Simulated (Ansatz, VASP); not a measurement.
## Two plane-wave programs on Na

```
Na
1.0
     2.77359    0.00000    0.00000
    -1.38680    2.40200    0.00000
     0.00000    0.00000    2.59690
Na
1
Direct
  0.00000 0.00000 0.00000
```

Alike in both runs: functional PBE; k mesh 13 × 13 × 12; occupations fermi-dirac, width 0.08 eV; no spin polarisation.

Ansatz relaxed the structure, and its values are those at the end. VASP's run is a single point on that final structure, the one shown.

|  | VASP | Ansatz |
| --- | --- | --- |
| version | VASP 6.6.1 | Ansatz 0.2.0 |
| potentials or method | VASP PAW PBE potentials, release 64 (Na_pv) | PAW with Ansatz's default frozen-core files, scalar-relativistic |
| plane-wave cutoff (eV) | 520 | 420 |
| valence electrons in the cell | 7 | 9 |

Ansatz gave:

* pressure (GPa): 24.3

Task: Estimate VASP's values.

Result: Pressure (GPa): 24.4.

The two sets of potentials don't hold the same shells in valence.

Caveats: so large a pressure means that the cell lies far from this level's equilibrium, or that cutoff or potentials fall short (VASP).
